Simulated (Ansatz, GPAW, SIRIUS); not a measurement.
# One calculation of BaTiO3, 4 ways

```xyz
5
Lattice="4.0060 0.0000 0.0000 0.0000 4.0060 0.0000 0.0000 0.0000 4.0060" Properties=species:S:1:pos:R:3 pbc="T T T"
Ba    2.0030    2.0030    2.0030
Ti    0.0000    0.0000    0.0000
O     0.0000    0.0000    2.0030
O     0.0000    2.0030    0.0000
O     2.0030    0.0000    0.0000
```

Alike in all runs: task band structure; functional PBE; k mesh 7 × 7 × 7; occupations fermi-dirac, width 0.05 eV; no spin polarisation; no spin-orbit coupling. Pressure is positive in compression and, in plane waves, holds the error of the finite cutoff, which Ansatz's Pulay term estimates and takes out. Gaps are the smaller of the mesh's and the band path's.

```tsv
program and potentials	plane-wave cutoff (eV)	notes	band gap (eV)	pressure (GPa)
Ansatz, Ansatz PAW	420	Pulay term of +0.55 GPa included	1.81	1.65
GPAW, GPAW PAW data sets (gpaw-data 1.2.1)	800	-	1.78	2.97
SIRIUS, all-electron FP-LAPW, apw+lo standard	-	-	1.80	-
Ansatz, all-electron LAPW, scalar-relativistic	-	-	?	?
```

**Question.** Estimate from the other rows what the run with Ansatz, all-electron LAPW, scalar-relativistic gave.

**Answer.** Band gap 1.80 eV; pressure 1.67 GPa. The other rows, which needn't bracket it: band gap 1.78 to 1.81; pressure 1.65 to 2.97.
